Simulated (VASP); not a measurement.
A run of VASP 6.6.1 is set up as follows.

INCAR

```
PREC = Accurate
ENCUT = 450
EDIFF = 1E-7
ISMEAR = 0
SIGMA = 0.02
LREAL = F
LASPH = T
NELM = 100
ALGO = Fast
ISIF = 2
LWAVE = F
LCHARG = F
GGA = PE
```

Contents of KPOINTS:

```
regular mesh
0
Gamma
  5 5 5
```

Contents of POSCAR:

```
HfN
1.0
    0.0000000000      2.4548220000      2.4548220000
    2.4548220000      0.0000000000      2.4548220000
    2.4548220000      2.4548220000      0.0000000000
Hf N
1 1
Direct
    0.0000000000      0.0000000000      0.0000000000
    0.2500000000      0.2500000000      0.2500000000
```

Potentials or basis: VASP PAW PBE potentials, release 64 (Hf_sv_GW, N_GW).

Launch:

```bash
$ cat potpaw_PBE.64/Hf_sv_GW/POTCAR potpaw_PBE.64/N_GW/POTCAR > POTCAR
$ mpirun -np 1 vasp_std > vasp.out
```

(1) What does it give for the band gap on the k mesh?

Results:

(1) none (metal or under the smearing width).

Caveat: the k mesh is coarse (spacing up to 0.44 Å⁻¹), so the values aren't converged.
